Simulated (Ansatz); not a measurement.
**PbTe in the CsCl-type structure**

Computed with Ansatz (plane waves, PAW, 420 eV cutoff): PBE, scalar-relativistic, no spin polarisation, 8×8×8 k-mesh, Gaussian smearing of 0.05 eV. The datasets are Ansatz's generated set soft_2.

```cif
data_structure
_symmetry_space_group_name_H-M 'P 1'
_symmetry_Int_Tables_number 1
_cell_length_a 4.0054
_cell_length_b 4.0054
_cell_length_c 4.0054
_cell_angle_alpha 90.000
_cell_angle_beta 90.000
_cell_angle_gamma 90.000
_cell_volume 64.26
loop_
_atom_site_label
_atom_site_type_symbol
_atom_site_fract_x
_atom_site_fract_y
_atom_site_fract_z
_atom_site_occupancy
Pb1 Pb 0.00000 0.00000 0.00000 1
Te1 Te 0.50000 0.50000 0.50000 1
```

This is a trial structure; measured cells of the compound in the Crystallography Open Database are in space group Fm-3m (rock salt).

The cell is relaxed to zero pressure at this level.

Path: Γ–X–M–Γ–R–X | R–M, with Γ = (0.000, 0.000, 0.000), X = (0.000, 0.500, 0.000), M = (0.500, 0.500, 0.000), R = (0.500, 0.500, 0.500) in reciprocal vectors of the calculation's cell.

Question: Is it a metal or an insulator, and if it has a gap, where are the band edges on this path?

Answer: A metal: bands cross the Fermi level.

Bands as a text map, energy in eV from the Fermi level (dashes), each leg drawn with the same width:
```
  2.86 |   * *    **       *    *       * *       *  
  2.57 |      *  ***            *      *          *  
  2.29 |       **       *      *         * *         
  2.00 |    *     *               *    *  *      *   
  1.71 |                                             
  1.43 |         *       **      *               *   
  1.14 |     *                        *  **     *    
  0.86 |        *                     *              
  0.57 |      *                         *       *    
  0.29 |       *     ***          *        *   *   **
  0.00 |---------****---*------*---*-----------*-----
 -0.29 |      ***        **          * *  **  *   *  
 -0.57 |     *                  *  * **       *      
 -0.86 |    *  **         **         *   * * *   *   
 -1.14 |   *  * *          *  *     *     * **       
 -1.43 | **  *           *  *           *       *    
 -1.71 |*****    *          ***        *             
 -2.00 |                         *       *     *     
 -2.29 |          *        *   *     **       *      
 -2.57 |          *             *  **   *   **       
 -2.86 |                * *      *** *  *     *      
 -3.14 |           *                  **             
 -3.43 |           *                           *     
 -3.71 |            *    *                      *    
 -4.00 |            *  **                        *   
 -4.29 |             ***                          ***
 -4.57 |                                             
 -4.86 |                                             
        Γ      X      M      Γ      R      XR       M
```

No spin–orbit coupling, a notable omission for heavy elements. A displaced or strained copy of the relaxed cell lay 0.7 meV/atom lower, so on this mesh the structure isn't a minimum; in a metal a finer mesh can change so small a difference.
